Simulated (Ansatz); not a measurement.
**Nudged elastic band run: Si₉O₁₆**

input.yaml

```yaml
crystal:
  lattice:
    - [-4.1043, -4.1043, 0.0]
    - [4.1043, -4.1043, 0.0]
    - [0.0, 0.0, 5.2834]
  atoms:
    - { symbol: Si, position: [0.48160353, 0.47595311, -0.00587093] }
    - { symbol: Si, position: [-0.02945699, 0.52625724, 0.24990121] }
    - { symbol: O, position: [0.18184411, 0.50480077, -0.00074655] }
    - { symbol: O, position: [0.01152357, 0.21039999, 0.24992091] }
    - { symbol: O, position: [0.78679969, 0.47602993, -0.01211311] }
    - { symbol: O, position: [0.11329597, 0.85339713, 0.24989929] }
    - { symbol: Si, position: [0.48159333, 0.47596948, 0.50573004] }
    - { symbol: Si, position: [-0.00988158, 0.50578313, 0.74990904] }
    - { symbol: O, position: [0.18184254, 0.50482925, 0.50057511] }
    - { symbol: O, position: [0.01286684, 0.21078886, 0.74987425] }
    - { symbol: O, position: [0.78679746, 0.4760944, 0.51193619] }
    - { symbol: O, position: [0.01589927, 0.80324711, 0.74993013] }
    - { symbol: Si, position: [0.02291581, 0.01844771, -0.01396808] }
    - { symbol: Si, position: [0.3873863, 0.01665783, 0.24989556] }
    - { symbol: O, position: [0.73526989, 0.00125696, -0.02518547] }
    - { symbol: O, position: [0.47912787, 0.64121123, 0.24993841] }
    - { symbol: O, position: [0.31232979, 0.0191447, -0.04429244] }
    - { symbol: O, position: [0.47842709, 0.28477688, 0.24993171] }
    - { symbol: Si, position: [0.02292152, 0.01841698, 0.51376767] }
    - { symbol: Si, position: [0.52826487, -0.00914938, 0.74991268] }
    - { symbol: O, position: [0.73526419, 0.00113896, 0.52497167] }
    - { symbol: O, position: [0.49708015, 0.69048264, 0.74995306] }
    - { symbol: O, position: [0.31235395, 0.01907923, 0.54409369] }
    - { symbol: O, position: [0.49794153, 0.29619262, 0.74990441] }
    - { symbol: Si, position: [0.69420329, 0.83681293, 0.24986614] }
basis:
  ecutwfc: 420.0
kpoints:
  mp_grid: { grid: [3, 3, 3] }
hamiltonian:
  xc: pbe
  dispersion: d3bj
  pseudopotentials: { kind: paw, azcp: { folder: soft_1 } }
scf:
  occupations: { method: fermi_dirac, width: 0.02 }
  lower_state_search: "off"
neb:
  images: 3
  f_tol: 0.03
  initial_path: linear
  max_iterations: 70
  final_atoms:
    - { symbol: Si, position: [0.47633009, 0.48181415, -0.01428629] }
    - { symbol: Si, position: [0.11184054, 0.48372043, 0.24957078] }
    - { symbol: O, position: [0.18691053, 0.48110346, -0.04462301] }
    - { symbol: O, position: [0.02114537, 0.21558203, 0.24968721] }
    - { symbol: O, position: [0.76398907, 0.49869103, -0.02548287] }
    - { symbol: O, position: [0.0199742, 0.85912682, 0.24968259] }
    - { symbol: Si, position: [0.47631789, 0.4818728, 0.51345351] }
    - { symbol: Si, position: [-0.02900528, 0.50934132, 0.74961511] }
    - { symbol: O, position: [0.18684372, 0.48137918, 0.54379885] }
    - { symbol: O, position: [0.00153207, 0.20405998, 0.74957519] }
    - { symbol: O, position: [0.76401097, 0.49907311, 0.52460042] }
    - { symbol: O, position: [0.00205975, 0.80982337, 0.74974407] }
    - { symbol: Si, position: [0.01775848, 0.02438835, -0.00614596] }
    - { symbol: Si, position: [0.52867291, -0.02581266, 0.24958529] }
    - { symbol: O, position: [0.71246336, 0.02449998, -0.01238672] }
    - { symbol: O, position: [0.38587055, 0.64682383, 0.24956961] }
    - { symbol: O, position: [0.31743139, -0.004628, -0.00110043] }
    - { symbol: O, position: [0.48768086, 0.28978881, 0.24965194] }
    - { symbol: Si, position: [0.01777568, 0.02431762, 0.50546989] }
    - { symbol: Si, position: [0.50926588, -0.00551885, 0.74961092] }
    - { symbol: O, position: [0.71246286, 0.02426851, 0.51161064] }
    - { symbol: O, position: [0.48345932, 0.69700077, 0.74967355] }
    - { symbol: O, position: [0.31743767, -0.00471726, 0.50034038] }
    - { symbol: O, position: [0.48624032, 0.28943292, 0.74951189] }
    - { symbol: Si, position: [0.8048599, 0.66351881, 0.24945561] }
  order_check: true
```

Command:

```bash
$ ansatz run input.yaml --threads 2 --pin off --max-ram 5120MiB --backend cpu --events-out ev --progress --plain --runs-dir out
```

Output, in part (warnings, iteration lines):

```
NEB end point (image 0): max|allowed force component| = 2.725e-2 eV/Å (the criterion of neb.relax_end_points is 1.000e-2)
NEB end point (image 4): max|allowed force component| = 1.688e-2 eV/Å (the criterion of neb.relax_end_points is 1.000e-2)
NEB iter   1: max|band force component| = 2.345e0 eV/Å  barrier→ = 2.5846 eV  barrier← = 2.5847 eV  Δτ_max = 0.0552 Å  (50 SCF iters)
NEB iter   2: max|band force component| = 1.759e0 eV/Å  barrier→ = 2.0213 eV  barrier← = 2.0213 eV  Δτ_max = 0.1415 Å  (21 SCF iters)
NEB iter   3: max|band force component| = 9.777e-1 eV/Å  barrier→ = 1.3925 eV  barrier← = 1.3925 eV  Δτ_max = 0.0787 Å  (24 SCF iters)
NEB iter   4: max|band force component| = 5.419e-1 eV/Å  barrier→ = 1.0796 eV  barrier← = 1.0796 eV  Δτ_max = 0.1146 Å  (22 SCF iters)
NEB iter   5: max|band force component| = 1.409e0 eV/Å  barrier→ = 1.0609 eV  barrier← = 1.0609 eV  Δτ_max = 0.0575 Å  (24 SCF iters)
NEB iter   6: max|band force component| = 1.417e0 eV/Å  barrier→ = 1.0126 eV  barrier← = 1.0126 eV  Δτ_max = 0.0289 Å  (24 SCF iters)
NEB iter   7: max|band force component| = 3.198e-1 eV/Å  barrier→ = 0.8372 eV  barrier← = 0.8372 eV  CI = image 2  Δτ_max = 0.0236 Å  (21 SCF iters)
NEB iter   8: max|band force component| = 3.157e-1 eV/Å  barrier→ = 0.8064 eV  barrier← = 0.8064 eV  CI = image 2  Δτ_max = 0.0258 Å  (19 SCF iters)
[... lines left out ...]
NEB iter  28: max|band force component| = 1.048e-1 eV/Å  barrier→ = 0.5966 eV  barrier← = 0.5967 eV  CI = image 3  Δτ_max = 0.0095 Å  (15 SCF iters)
NEB iter  29: max|band force component| = 4.443e-2 eV/Å  barrier→ = 0.5966 eV  barrier← = 0.5966 eV  CI = image 3  Δτ_max = 0.0061 Å  (15 SCF iters)
NEB iter  30: max|band force component| = 2.181e-2 eV/Å  barrier→ = 0.5966 eV  barrier← = 0.5966 eV  CI = image 3  Δτ_max = 0.0003 Å  (13 SCF iters)
```

The forces met the threshold. The band force fell under the threshold earlier too, but the program's further tests of the path sent the band on. The profile has 2 maxima (images 1, 3) with wells between them (image 2): this band takes more than one step, which may be the mechanism or a detour left from its start path. By the program's own check the climbing image is a first-order saddle point (lowest curvatures found: -2.41 and 3.39 eV/Å²). Limits of this set-up: a small cell, in which the defect meets its images.

Final band (atoms are numbered from 1 in the order of the input):

```
image  path coordinate (Å)  energy (eV)  Si2–O5 (Å)  Si2–O11 (Å)  O6–Si14 (Å)
    0                 0.00         0.00        1.77         1.77         1.85
    1                 0.78         0.57        1.82         1.81         2.46
    2                 1.56         0.46        1.96         1.92         2.96
    3                 2.34         0.60        2.20         2.26         3.02
    4                 3.23         0.00        2.49         2.49         2.93
```

Time of the run: 50 min on 2 threads of Arm Neoverse V2 (shared host), peak memory 1.2 GiB.
